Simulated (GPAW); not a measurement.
# WS2 (R3m) in GPAW: band structure with r2SCAN

Aim: the band structure of WS2 with r2SCAN.

Program: GPAW 26.7.0. These are calculated values, not measurements. Logs are shortened: lines on timing, memory, paths and dates and some standing lists are left out, and cuts for length are marked. The log counts tension as positive stress, the text compression.

## 1. The structure

It takes space group R3m (No. 160, trigonal). The conventional cell has a = 3.158 Å, b = 3.158 Å, c = 18.490 Å, α = 90.00°, β = 90.00°, γ = 120.00°. W (site symmetry 3m) is surrounded by 6 S at 2.39 to 2.42 Å. S (site symmetry 3m) is surrounded by 3 W at 2.42 Å. S (site symmetry 3m) is surrounded by 3 W at 2.39 Å.

Measurements of this composition are mostly on another form, of space group No. 194.

## 2. Band structure, r2SCAN

The input, run.py:

```python
from ase import Atoms
from ase.dft.bandgap import bandgap
from ase.io import write
from ase.units import GPa
from gpaw import GPAW, PW

atoms = Atoms(['W', 'S', 'S'],
              cell=[[1.579, 0.9116360751, 6.1633333333],
                    [-1.579, 0.9116360751, 6.1633333333],
                    [0.0, -1.8232721501, 6.1633333333]],
              scaled_positions=[[0.0, 0.0, 0.0],
                                [0.581, 0.581, 0.581],
                                [0.7503, 0.7503, 0.7503]],
              pbc=True)

calc = GPAW(mode=PW(600),
            xc='MGGA_X_R2SCAN+MGGA_C_R2SCAN',
            kpts={'size': (7, 7, 7), 'gamma': True},
            occupations={'name': 'fermi-dirac', 'width': 0.05},
            nbands=25,
            convergence={'density': 1e-05, 'energy': 1e-05},
            maxiter=150,
            txt='gpaw.txt')
atoms.calc = calc
energy = atoms.get_potential_energy()
forces = atoms.get_forces()
stress = atoms.get_stress()
calc.write('gs.gpw')
write('result.traj', atoms)
print(f'Energy: {energy:.6f} eV')
print('Forces (eV/A):')
print(forces.round(4))
print('Stress (GPa):', (stress / GPa).round(3))
print('Fermi level:', round(calc.get_fermi_level(), 4), 'eV')
print(f'Gap: {bandgap(calc)[0]:.4f} eV, direct: {bandgap(calc, direct=True)[0]:.4f} eV')

path = atoms.cell.bandpath('GLB1,BZGX,QFP1Z,LP', npoints=60, eps=1e-4)
bs_calc = calc.fixed_density(kpts=path, symmetry='off', nbands=39,
                             convergence={'bands': 'CBM+6.0', 'eigenstates': 1e-6}, txt='bands.txt')
bs = bs_calc.band_structure()
bs.write('bs.json')
print(f'Gap on the path: {bandgap(bs_calc)[0]:.4f} eV')
```

Potentials or basis: GPAW PAW data sets (gpaw-data 1.2.1), pw.

On the command line:

```console
OMP_NUM_THREADS=1 python run.py
```

gpaw.txt:

```text
__  _  _
 | _ |_)|_||  |
 |__||  | ||/\| - 26.7.0

Input parameters:
  mode=PW(ecut=600.0),
  convergence={'density': 1e-05, 'energy': 1e-05},
  kpts=MonkhorstPack(size=(7, 7, 7), gamma=True),
  maxiter=150,
  nbands=25,
  occupations=Occupations(name='fermi-dirac', width=0.05),
  xc=XC(name='MGGA_X_R2SCAN+MGGA_C_R2SCAN')

Diagonalizing LCAO Hamiltonian
Converting LCAO to pw mode

       S

       S

       W

Atoms  # Å, Bohr magnetons
|   | symbol |        x |        y |         z |    initial magnetic moments |
|---|--------|----------|----------|-----------|-----------------------------|
| 0 |      W | 0.000000 | 0.000000 |  0.000000 | ( 0.0000,  0.0000,  0.0000) |
| 1 |      S | 0.000000 | 0.000000 | 10.742690 | ( 0.0000,  0.0000,  0.0000) |
| 2 |      S | 0.000000 | 0.000000 | 13.873047 | ( 0.0000,  0.0000,  0.0000) |

Unit cell  # Å
| periodic |         x |         y |        z |  lengths |    angles |
|----------|-----------|-----------|----------|----------|-----------|
|      yes |  1.579000 |  0.911636 | 6.163333 | 6.427363 | 28.442674 |
|      yes | -1.579000 |  0.911636 | 6.163333 | 6.427363 | 28.442674 |
|      yes |  0.000000 | -1.823272 | 6.163333 | 6.427363 | 28.442674 |

Number of symmetries: 6
Symmetry operations  # r_c * U_cc + t_c -> r_c
|   | kind |            matrix            |
|---|------|------------------------------|
| 0 |  E   |  1, 0, 0,  0, 1, 0,  0, 0, 1 |
| 1 |  σ   |  1, 0, 0,  0, 0, 1,  0, 1, 0 |
| 2 |  σ   |  0, 1, 0,  1, 0, 0,  0, 0, 1 |
| 3 |  C3  |  0, 1, 0,  0, 0, 1,  1, 0, 0 |
| 4 |  C3  |  0, 0, 1,  1, 0, 0,  0, 1, 0 |
| 5 |  σ   |  0, 0, 1,  0, 1, 0,  1, 0, 0 |

BZ-sampling:
  Number of BZ points: 343
  Number of IBZ points: 44

  Monkhorst-Pack size: [7, 7, 7]
  Monkhorst-Pack shift: [0, 0, 0]

K-points  # in reciprocal-cell coordinates
|     |                                coordinates |     weight |
|-----|--------------------------------------------|------------|
|   0 | (  0.00000000,   0.00000000,   0.00000000) | 0.00291545 |
|   1 | (  0.14285714,   0.00000000,  -0.14285714) | 0.01749271 |
|   2 | (  0.14285714,   0.00000000,   0.00000000) | 0.01749271 |
|   3 | (  0.14285714,   0.14285714,  -0.14285714) | 0.01749271 |
|   4 | (  0.14285714,   0.14285714,   0.00000000) | 0.01749271 |
|   5 | (  0.14285714,   0.14285714,   0.14285714) | 0.00583090 |
|   6 | (  0.28571429,  -0.14285714,  -0.14285714) | 0.01749271 |
|   7 | (  0.28571429,   0.00000000,  -0.28571429) | 0.01749271 |
|   8 | (  0.28571429,   0.00000000,  -0.14285714) | 0.03498542 |
|   9 | (  0.28571429,   0.00000000,   0.00000000) | 0.01749271 |
| ... |                                            |            |
|  43 | (  0.42857143,   0.42857143,   0.42857143) | 0.00583090 |

Plane wave coefficients: 1803
Cutoff: 600.0 eV

Spin-components: 1 (collinear spins)
Bands:           25
Projectors:      16
Spin-degeneracy: 2
Datatype:        complex128

Parallelization:
  kpt:    1
  domain: 1
  band:   1

Density:
  Valence electrons: 26.0
  Components: 1
  Grid points: [40 40 40]
  Charge: 0.0  # |e|

Potential:
  Grid points: [40 40 40]

species:
  W:
    name:    Tungsten
    Z:       74.0
    valence: 14
    core:    60
    charge:  0.0  # [|e|]
    compensation charges:
      type: gauss
      rc: 0.40  # [Å]
      lmax: 2
    cutoffs:
      filter: 2.36  # [Å]
      core: 3.02  # [Å]
    projectors
    | kind |    occ | energy [eV] | rcut [Å] |
    |------|--------|-------------|----------|
    |   5s |  2.000 |     -78.830 |    1.344 |
    |   6s |  2.000 |      -5.697 |    1.344 |
    |   5p |  6.000 |     -43.233 |    1.355 |
    |   6p |  0.000 |      -1.367 |    1.355 |
    |   5d |  4.000 |      -4.494 |    1.228 |
    |    d |        |      22.717 |    1.228 |

    Using partial waves for W as LCAO basis

  S:
    name:    Sulfur
    Z:       16.0
    valence: 6
    core:    10
    charge:  0.0  # [|e|]
    compensation charges:
      type: gauss
      rc: 0.24  # [Å]
      lmax: 2
    cutoffs:
      filter: 1.77  # [Å]
      core: 1.66  # [Å]
    projectors
    | kind |    occ | energy [eV] | rcut [Å] |
    |------|--------|-------------|----------|
    |   3s |  2.000 |     -17.254 |    0.974 |
    |   3p |  4.000 |      -7.008 |    0.979 |
    |    s |        |       9.957 |    0.974 |
    |    p |        |      20.203 |    0.979 |
    |    d |        |       0.000 |    0.900 |

    Using partial waves for S as LCAO basis

Reference energy: -460486.911450  # eV

eigensolver:
  PPCG
  Converge bands: occupied
  niter=2

density mixing:
  MSR1-Mixer
  Pratt-step length: 0.05
  Maximum mixing coefficient: 0.75
  Old densities: 10
  SVD Regularization: 0.005
  Good broyden scale: 1.0
  Trust region scale: 1.0
  Backstep threshold: 4.0
  History deletion threshold: 6.0
  Fourier metric: weight=20.0, sigma=0.015

occupation numbers:
  Fermi-Dirac:
    width: 0.0500  # eV

poisson solver:
  ecut: 4800.0  # eV

xc functional:
  name: MGGA_X_R2SCAN+MGGA_C_R2SCAN with 2 nearest neighbor stencil

convergence criteria:
- Maximum integral of absolute [dens]ity change: 1e-05 electrons / valence electron
- Maximum [total energy] change in last 3 cyles: 1e-05 eV / valence electron
- Maximum integral of absolute [eigenst]ate change: 4e-08 eV^2 / valence electron
maximum number of iterations: 150

SCF iterations
|iter     | |      energy | eigst |  dens |
|---------|-|-------------|-------|-------|
|iter:   1| |  -49.635884 | +0.23 |       |
|iter:   2| |  -43.823929 | -1.58 | -1.20 |
|iter:   3| |  -43.832276 | -1.71 | -1.23 |
|iter:   4| |  -43.773784 | -2.46 | -1.45 |
|iter:   5| |  -43.756238 | -2.98 | -1.66 |
|iter:   6| |  -43.755037 | -3.13 | -1.88 |
|iter:   7| |  -43.755356 | -4.46 | -2.71 |
|iter:   8| |  -43.755307 | -5.15 | -2.93 |
|iter:   9| |  -43.755331c| -6.03 | -3.37 |
|iter:  10| |  -43.755331c| -7.59c| -4.20 |
|iter:  11| |  -43.755331c| -7.68c| -4.83 |
|iter:  12| |  -43.755331c| -8.33c| -5.43c|

Converged in 12 steps
Energy contributions relative to reference atoms: (reference = -460486.911450)

Energy contributions:
  Kinetic:          19.675955
  Coulomb:         -20.648516
  Zero:             -0.063880
  External:          0.000000
  Xc:              -42.718890
  Entropy:          -0.000000
  Spinorbit:         0.000000
  ----------------------------
  Free energy:     -43.755331
  Extrapolated:    -43.755331

dipole moment: (0.000000, -0.000000, -51.712310)  # |e|*Ang

Fermi level: 9.302
Eigenvalues  # (at kpt = [0.000, 0.000, 0.000])
| band index |      eig [eV] | occ [0-2] |
|------------|---------------|-----------|
|          0 |       -67.729 |     2.000 |
|        ... |               |           |
|          5 |        -5.622 |     2.000 |
|          6 |         0.768 |     2.000 |
|          7 |         4.990 |     2.000 |
|          8 |         4.990 |     2.000 |
|          9 |         6.280 |     2.000 |
|         10 |         6.280 |     2.000 |
|         11 |         7.024 |     2.000 |
|         12 |         7.488 |     2.000 |
|         13 |        11.071 |     0.000 |
|         14 |        11.071 |     0.000 |
|         15 |        11.399 |     0.000 |
|         16 |        11.399 |     0.000 |
|         17 |        13.974 |     0.000 |
|         18 |        17.181 |     0.000 |
|         19 |        17.780 |     0.000 |
|         20 |        19.173 |     0.000 |
|        ... |               |           |
|         24 |        22.310 |     0.000 |

Gap: 1.255 eV
Transition (v -> c):
  (s=0, k=43, n=12, [0.43, 0.43, 0.43]) -> (s=0, k=1, n=13, [0.14, 0.00, -0.14])
Direct/indirect transitions are different
Direct gap: 2.459 eV
Transition at: (s=0, k=43, n=12, [0.43, 0.43, 0.43])

Forces  # eV/Ang
|       x |        y |        z |
|---------|----------|----------|
| 0.00000 | -0.00000 | -0.61584 |  # W    0
| 0.00000 |  0.00000 |  0.36662 |  # S    1
| 0.00000 |  0.00000 |  0.24909 |  # S    2

Stress tensor  # eV/Ang^3
|         x |         y |         z |
|-----------|-----------|-----------|
| -0.019025 | -0.000000 |  0.000000 |
|  0.000000 | -0.019025 |  0.000000 |
|  0.000000 |  0.000000 | -0.010553 |

# Writing to gs.gpw (mode='')
```

Run time: 15 min. Hardware: 1 thread of Arm Neoverse V2, shared host; peak memory 0.55 GiB.

Results:

| Property | Result |
| --- | --- |
| Free energy | -43.7553 eV |
| Pressure | 2.6 GPa |
| Largest force | 0.616 eV/Å |
| Band gap on the k mesh | 1.25 eV, indirect (least direct gap 2.46 eV) |
| Band gap along the path | 1.13 eV, indirect (least direct gap 2.04 eV) |

Forces in eV/Å, atoms in the order of the input:
```
W    0.000  0.000 -0.616
S    0.000  0.000  0.367
S    0.000  0.000  0.249
```

Stress tensor (GPa, compression positive):
```
3.05 0.00 0.00
0.00 3.05 0.00
0.00 0.00 1.69
```

Levels at the corners of the path, in eV from the valence-band top:
| point | band 11 | band 12 | band 13 | band 14 | band 15 | band 16 |
| --- | --- | --- | --- | --- | --- | --- |
| Γ | -2.45 | -1.71 | -1.25 | 2.34 | 2.34 | 2.67 |
| L | -2.75 | -2.00 | -1.81 | 2.41 | 2.72 | 3.93 |
| B1 | -4.28 | -3.22 | -0.75 | 1.34 | 2.73 | 3.73 |
| B | -4.28 | -3.22 | -0.75 | 1.34 | 2.73 | 3.73 |
| Z | -2.42 | -2.42 | 0.00 | 2.44 | 2.44 | 2.51 |
| Γ | -2.45 | -1.71 | -1.25 | 2.34 | 2.34 | 2.67 |
| X | -4.21 | -3.27 | -0.73 | 1.30 | 2.73 | 3.69 |
| Q | -4.21 | -3.27 | -0.73 | 1.30 | 2.73 | 3.69 |
| F | -3.37 | -2.20 | -1.63 | 2.36 | 2.85 | 3.50 |
| P1 | -3.23 | -2.15 | -1.65 | 2.36 | 2.87 | 3.55 |
| Z | -2.42 | -2.42 | 0.00 | 2.44 | 2.44 | 2.51 |
| L | -2.75 | -2.00 | -1.81 | 2.41 | 2.72 | 3.93 |
| P | -3.23 | -2.15 | -1.65 | 2.36 | 2.87 | 3.55 |

Caveat: the PAW data sets were made with another functional, which shifts forces and pressure a little; spin-orbit coupling is left out, which moves the levels of the heavy elements; the mesh misses the band edges, which the band path finds closer together; the program warned that so skewed a cell can give wrong results. r2SCAN opens gaps a little over a GGA but as a rule still falls short of measured ones.
